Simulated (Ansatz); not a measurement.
# Al18H: the cost of one run

Method: DFT PBE, plane waves, PAW, scalar-relativistic, no spin polarisation, in Ansatz 0.2.0.

1 further run of the same task is left out (it didn't finish).

## Step 1: The system as given

The cell holds 19 atoms (Al18H): a = 12.150 Å, b = 5.728 Å, c = 14.864 Å, α = 90.00°, β = 90.00°, γ = 90.00°.

Coordinates:

```
Al H
1.0
    12.15000    0.00000    0.00000
     0.00000    5.72757    0.00000
     0.00000    0.00000   14.86378
Al H
18 1
Direct
  0.00000 0.00000 0.06728
  0.33333 0.00000 0.06728
  0.66667 0.00000 0.06728
  0.00000 0.50000 0.06728
  0.33333 0.50000 0.06728
  0.66667 0.50000 0.06728
  0.16667 0.25000 0.16361
  0.50000 0.25000 0.16361
  0.83333 0.25000 0.16361
  0.16667 0.75000 0.16361
  0.50000 0.75000 0.16361
  0.83333 0.75000 0.16361
  0.00000 0.00000 0.25995
  0.33333 0.00000 0.25995
  0.66667 0.00000 0.25995
  0.00000 0.50000 0.25995
  0.33333 0.50000 0.25995
  0.66667 0.50000 0.25995
  0.56280 0.67460 0.24918
```

## Step 2: Relaxing end A

Input file input.yaml:

```yaml
crystal:
  lattice:
    - [12.15, 0.0, 0.0]
    - [0.0, 5.727565, 0.0]
    - [0.0, 0.0, 14.863782]
  atoms:
    - { symbol: Al, position: [0.0, 0.0, 0.0672776] }
    - { symbol: Al, position: [0.3333333, 0.0, 0.0672776] }
    - { symbol: Al, position: [0.6666667, 0.0, 0.0672776] }
    - { symbol: Al, position: [0.0, 0.5, 0.0672776] }
    - { symbol: Al, position: [0.3333333, 0.5, 0.0672776] }
    - { symbol: Al, position: [0.6666667, 0.5, 0.0672776] }
    - { symbol: Al, position: [0.1666667, 0.25, 0.1636119] }
    - { symbol: Al, position: [0.5, 0.25, 0.1636119] }
    - { symbol: Al, position: [0.8333333, 0.25, 0.1636119] }
    - { symbol: Al, position: [0.1666667, 0.75, 0.1636119] }
    - { symbol: Al, position: [0.5, 0.75, 0.1636119] }
    - { symbol: Al, position: [0.8333333, 0.75, 0.1636119] }
    - { symbol: Al, position: [0.0, 0.0, 0.2599461] }
    - { symbol: Al, position: [0.3333333, 0.0, 0.2599461] }
    - { symbol: Al, position: [0.6666667, 0.0, 0.2599461] }
    - { symbol: Al, position: [0.0, 0.5, 0.2599461] }
    - { symbol: Al, position: [0.3333333, 0.5, 0.2599461] }
    - { symbol: Al, position: [0.6666667, 0.5, 0.2599461] }
    - { symbol: H, position: [0.5628015, 0.6746048, 0.2491817] }
basis:
  ecutwfc: 420.0
kpoints:
  mp_grid: { grid: [2, 3, 1] }
hamiltonian:
  xc: pbe
  pseudopotentials: { kind: paw, azcp: { folder: soft_1 } }
scf:
  occupations: { method: gaussian, width: 0.05 }
  lower_state_search: "off"
relax:
  f_tol: 0.03
  max_steps: 60
  adjacent_minimum: "off"
  constraints: [{ sites: [0, 1, 2, 3, 4, 5] }]
output:
  write_density: true
  write_potential: true
  elf: true
  volumetric_format: npy
```

On the command line:

```bash
$ ansatz run input.yaml --threads 1 --pin off --max-ram 3072MiB --backend cpu --events-out ev --progress --plain --runs-dir out
```

Q: Estimate wall time and peak memory on 1 thread of Arm Neoverse V1, shared host.

About 3.2 min, with a peak of 0.8 GiB.
